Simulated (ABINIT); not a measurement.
The system is MgS (Niningerite).

```
CELL_PARAMETERS angstrom
0.00000 2.60165 2.60165
2.60165 0.00000 2.60165
2.60165 2.60165 0.00000
ATOMIC_POSITIONS crystal
S 0.50000 0.50000 0.50000
Mg 0.00000 0.00000 0.00000
```

Base run:

| Item | Value |
| --- | --- |
| Program | ABINIT 10.8.3 (patched build) |
| Functional | PBEsol |
| Potentials or basis | PseudoDojo NC SR PBEsol v0.4.1 standard |
| Cutoff | 1034 eV |
| k mesh | 4 × 4 × 4, with 4 shifts |
| Occupations | fixed |
| Spin | no spin polarisation |

Its results: pressure -1.4 GPa; electronic dielectric tensor (diagonal) 5.58.

The run is repeated on the same cell with these changes: functional from PBEsol to LDA; potentials or basis from PseudoDojo NC SR PBEsol v0.4.1 standard to PseudoDojo NC SR LDA v0.4 stringent. What comes out?

Pressure -3.7 GPa; electronic dielectric tensor (diagonal) 5.64.

Caveats: the cell is more than 3 GPa from zero pressure, which shifts response properties (some runs).

Not every run made on this cell is shown here.
